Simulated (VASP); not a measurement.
A run of VASP 6.6.1 is set up as follows.

File INCAR:

```
SYSTEM = Si
ALGO = Normal
EDIFF = 1E-6
EDIFFG = -0.005
ENCUT = 600
IBRION = 2
ISIF = 3
ISMEAR = 0
LASPH = .True.
LCHARG = .False.
LMIXTAU = .True.
LREAL = .False.
LWAVE = .False.
METAGGA = R2SCAN
NELM = 100
NSW = 40
PREC = Accurate
SIGMA = 0.05
```

File KPOINTS:

```
k-points
0
Gamma
  10 14 11
  0 0 0
```

Contents of POSCAR:

```
Si
1.0
   -0.3815112600      1.9002978700      1.9720425700
    1.6960999500      0.0269397800      1.5635915300
    1.9685575700      1.7643044500     -0.2455178400
Si
1
Direct
    0.0000000000      0.0000000000      0.0000000000
```

Potentials or basis: VASP PAW PBE potentials, release 64 (Si).

The run is started by

```sh
$ cat potpaw_PBE.64/Si/POTCAR > POTCAR
$ mpirun -np 1 vasp_std > vasp.out
```

What does it give for the relaxed cell?

a = 2.643 Å, b = 2.539 Å, c = 2.830 Å, α = 56.61°, β = 75.77°, γ = 64.01°.

Estimate the relaxed volume.

14.25 Å³/atom.

Predict the band gap on the k mesh.

none (metal or under the smearing width).

The path:
```
step  energy change (eV)  largest force (eV/Å)  pressure (GPa)  volume (Å³)
   1              0.0000                0.0000           11.67        13.49
   2             -0.1084                0.0000           -6.12        15.42
   3             -0.1187                0.0000           -2.99        14.87
   4             -0.1188                0.0000           -2.79        14.84
   5             -0.1369                0.0000           -1.08        14.46
   6             -0.1466                0.0000            2.73        13.84
   7             -0.1472                0.0000            1.86        13.95
   8             -0.1504                0.0000            0.59        14.12
   9             -0.1507                0.0000            0.88        14.09
  10             -0.1517                0.0000           -0.27        14.25
  11             -0.1518                0.0000           -0.52        14.29
  12             -0.1528                0.0000           -0.72        14.32
  13             -0.1552                0.0000           -0.97        14.41
  14             -0.1551                0.0000           -0.81        14.38
  15             -0.1554                0.0000           -0.92        14.40
  16             -0.1559                0.0000            0.31        14.22
  17             -0.1559                0.0000           -0.05        14.26
  18             -0.1560                0.0000            0.02        14.24
  19             -0.1560                0.0000            0.02        14.25
  20             -0.1560                0.0000           -0.01        14.25
  21             -0.1560                0.0000           -0.10        14.26
  22             -0.1560                0.0000           -0.02        14.25
  23             -0.1560                0.0000           -0.05        14.25
  24             -0.1560                0.0000            0.04        14.24
  25             -0.1560                0.0000           -0.01        14.25
```

Caveat: the PAW data sets were made with another functional, which shifts forces and pressure a little.
